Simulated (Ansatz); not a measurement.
**HgTe under changes of volume**

One of the cells (28.929 Å³/atom); the others are scaled copies at fixed shape and fractional positions:

```
Hg Te
1.0
    -3.04560    3.04560    1.55941
     3.04560   -3.04560    1.55941
     3.04560    3.04560   -1.55941
Hg Te
1 1
Direct
  0.75000 0.25000 0.50000
  0.00000 0.00000 0.00000
```

Measurements of this composition are mostly on another form, of space group No. 216.

| Property | Result |
| --- | --- |
| Program | Ansatz 0.2.0 |
| Functional | PBE0 |
| Potentials or basis | Ansatz PAW |
| Cutoff | 420 eV (not typed: the program's choice for these potentials) |
| k mesh | 6 × 6 × 6 |
| Occupations | fermi-dirac, width 0.05 eV |
| Spin | no spin polarisation |

```tsv
volume (Å³/atom)	energy over the lowest point (meV/atom)	pressure (GPa)
27.193	1.78	1.1
27.772	0.00	0.0
28.351	1.98	-1.0
28.929	9.30	-1.8
29.508	17.06	-2.5
30.086	?	?
```

Q: What does the run at 30.086 Å³/atom give?

A: Energy over the lowest point 27.32 meV/atom; pressure -3.1 GPa.

Worked out: A Birch-Murnaghan fit of order 3 (a polynomial in V^(-2/3)) to the other rows has its minimum at 27.70 Å³/atom with B0 = V·E''(V) = 71 GPa (rough, since the energies scatter) at fixed shape and positions, which overstates the stiffness. It gives 26.15 meV/atom at 30.086 Å³/atom, against the run's 27.32, and -dE/dV = -2.5 GPa, against -3.1.

Energies are extrapolated to zero smearing.

Caveats: all runs use coarse meshes; the PAW data sets come from PBE, with cores solved anew for the run's functional, which leaves a small shift of forces and pressure; the thresholds are loose for stress.
